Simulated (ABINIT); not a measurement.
A run of ABINIT 10.8.3 (patched build) is set up as follows.

The input run.abi:

```
ndtset 2

pp_dirpath "./"
pseudos "Pb.LDA_PW-JTH.xml, Se.LDA_PW-JTH.xml"

acell 4.3284127397 4.3284127397 4.3284127397 Angstrom
rprim
     0.0000000000     0.7071067812     0.7071067812
     0.7071067812     0.0000000000     0.7071067812
     0.7071067812     0.7071067812     0.0000000000
ntypat 2
znucl 82 34
natom 2
typat 1 2
xred
     0.0000000000     0.0000000000     0.0000000000
     0.5000000000     0.5000000000     0.5000000000

ecut 17.0
pawecutdg 34.0

ixc 2

occopt 3
tsmear 0.00183747

nstep 100

iomode 3
prtwf 0
prteig 0
prtebands 0
prtden1 1

kptopt1 1
ngkpt1 8 8 8
nshiftk1 1
shiftk1 0.0 0.0 0.0
nband1 14
tolvrs1 1.0e-9

iscf2 -2
getden2 1
nband2 18
nbdbuf2 2
tolwfr2 1.0e-12
kptopt2 -9
ndivsm2 6
prteig2 1
prtvol2 -3
kptbounds2
     0.0000000000     0.0000000000     0.0000000000
     0.5000000000     0.0000000000     0.5000000000
     0.5000000000     0.2500000000     0.7500000000
     0.3750000000     0.3750000000     0.7500000000
     0.0000000000     0.0000000000     0.0000000000
     0.5000000000     0.5000000000     0.5000000000
     0.6250000000     0.2500000000     0.6250000000
     0.5000000000     0.2500000000     0.7500000000
     0.5000000000     0.5000000000     0.5000000000
     0.3750000000     0.3750000000     0.7500000000
```

Potentials or basis: JTH PAW LDA v2.0.

Command:

```bash
$ abinit run.abi > log 2>&1
```

Task: Predict the band gap on the k mesh.

Result: 0.18 eV, direct.

Levels at the corners of the path, in eV from the valence-band top:
```
point  band 7  band 8  band 9  band 10  band 11  band 12  band 13  band 14
    Γ   -6.43   -1.84   -1.84    -1.84     4.63     4.63     4.63     6.55
    X   -7.50   -4.99   -3.21    -3.21     3.67     5.53     5.53     5.96
    W   -8.11   -4.22   -4.22    -0.75     1.79     4.90     4.90     7.70
    K   -8.13   -4.58   -2.70    -2.40     3.33     3.96     5.37     5.80
    Γ   -6.43   -1.84   -1.84    -1.84     4.63     4.63     4.63     6.55
    L   -8.88   -1.40   -1.40     0.00     0.18     1.62     1.62     8.48
    U   -8.13   -4.58   -2.70    -2.40     3.33     3.96     5.37     5.80
    W   -8.11   -4.22   -4.22    -0.75     1.79     4.90     4.90     7.70
    L   -8.88   -1.40   -1.40     0.00     0.18     1.62     1.62     8.48
    K   -8.13   -4.58   -2.70    -2.40     3.33     3.96     5.37     5.80
```

Caveat: spin-orbit coupling is left out, which as a rule narrows the gap of such compounds by several tenths of an eV.

**Experimental background.**

A printed reference work, monograph reports, for a bulk crystal of PbSe at 4.2 K: band gap 0.15 eV (direct).

Against the measured gap of PbSe, 0.15 eV (direct; 4.2 K; a printed reference work, monograph), the calculated 0.18 eV is off by +0.03 eV. 2 values of this kind are on record (0.15 to 0.28 eV); this one was drawn at random. Spin-orbit coupling on Pb, Se is left out. The value is that of LDA-PZ on a finite k mesh, which can miss the band edges, without temperature or zero-point motion.
